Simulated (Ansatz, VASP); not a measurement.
Two plane-wave programs on MgSi

The input INCAR:

```
  ALGO = Fast
  EDIFF = 1E-6
  ENCUT = 520
  GGA = PS
  ISIF = 2
  ISMEAR = 0
  LASPH = True
  LCHARG = False
  LREAL = False
  LWAVE = False
  NBANDS = 10
  NELM = 100
  PREC = Accurate
  SIGMA = 0.15
```

Contents of KPOINTS:

```
k-points
0
Gamma
  18 18 14
```

File POSCAR:

```
MgSi
1.0
    3.0702961271      0.0000000000      0.0000000000
    0.0000000000      3.0702961271      0.0000000000
    0.0000000000      0.0000000000      3.6820752698
Mg Si
1 1
Direct
    0.0000000000      0.0000000000      0.0000000000
    0.5000000000      0.5000000000      0.5000000000
```

Input for Ansatz:

```yaml
crystal:
  lattice:
    - [3.0702961271, 0.0, 0.0]
    - [0.0, 3.0702961271, 0.0]
    - [0.0, 0.0, 3.6820752698]
  atoms:
    - { symbol: Mg, position: [0.0, 0.0, 0.0] }
    - { symbol: Si, position: [0.5, 0.5, 0.5] }
basis:
  ecutwfc: 420
kpoints:
  mp_grid: { grid: [18, 18, 14] }
hamiltonian:
  xc: pbesol
scf:
  occupations: { method: gaussian, width: 0.15 }
output:
  forces: true
  stress: true
  eigenvalues: true
```

Alike in both runs: task single point; functional PBEsol; k mesh 18 × 18 × 14; occupations gaussian, width 0.15 eV; no spin polarisation.

```csv
,VASP,Ansatz
version,VASP 6.6.1,Ansatz 0.2.0
potentials or method,"VASP PAW PBE potentials, release 64 (Mg, Si)","scalar-relativistic, plane waves, PAW"
plane-wave cutoff (eV),520,420
valence electrons in the cell,6,14
```

|  | VASP | Ansatz | Ansatz less VASP |
| --- | --- | --- | --- |
| gap on the k mesh at the Fermi level (eV) | none | none | - |
| pressure (GPa) | 0.3 | 0.3 | +0.03 |
| largest component of the traceless stress (GPa) | 3.71 | 3.71 | +0.003 |

A gap of «none» marks a metal or a gap that the smearing closes. With one functional, cell and mesh, what is left measures potentials, basis and numerics. The two sets of potentials don't hold the same shells in valence.

Caveats: the PAW data sets were made with another functional, which shifts forces and pressure a little (VASP).
